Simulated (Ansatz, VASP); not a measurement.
# One calculation of CsPbCl3, two programs

```xyz
5
Lattice="5.6187 0.0000 0.0000 0.0000 5.6187 0.0000 0.0000 0.0000 5.6187" Properties=species:S:1:pos:R:3 pbc="T T T"
Cs    0.0000    0.0000    0.0000
Pb    2.8093    2.8093    2.8093
Cl    2.8093    2.8093    0.0000
Cl    0.0000    2.8093    2.8093
Cl    2.8093    0.0000    2.8093
```

Alike in both runs: functional PBEsol; k mesh 6 × 6 × 6; occupations gaussian, width 0.02 eV; no spin polarisation.

Ansatz relaxed the structure, and its values are those at the end. VASP's run is a single point on that final structure, the one shown.

|  | VASP | Ansatz |
| --- | --- | --- |
| version | VASP 6.6.1 | Ansatz 0.2.0 |
| potentials or method | VASP PAW PBE potentials, release 64 (Cs_sv, Pb_d, Cl) | scalar-relativistic, plane waves, PAW |
| plane-wave cutoff (eV) | 520 | 420 |
| valence electrons in the cell | 44 | 44 |

Ansatz gave:

| Quantity | Value |
| --- | --- |
| gap on the k mesh at the Fermi level (eV) | 1.83 |
| least direct gap on the mesh (eV) | 1.83 |
| pressure (GPa) | 0.0 |

Task: Estimate VASP's values.

Result: gap on the k mesh at the Fermi level (eV): 1.84; least direct gap on the mesh (eV): 1.84; pressure (GPa): 0.0.

With one functional, cell and mesh, what is left measures potentials, basis and numerics.

Caveats: the PAW data sets were made with another functional, which shifts forces and pressure a little (VASP); spin-orbit coupling is left out, which as a rule narrows the gap of such compounds by several tenths of an eV. A k mesh can miss the band edges.
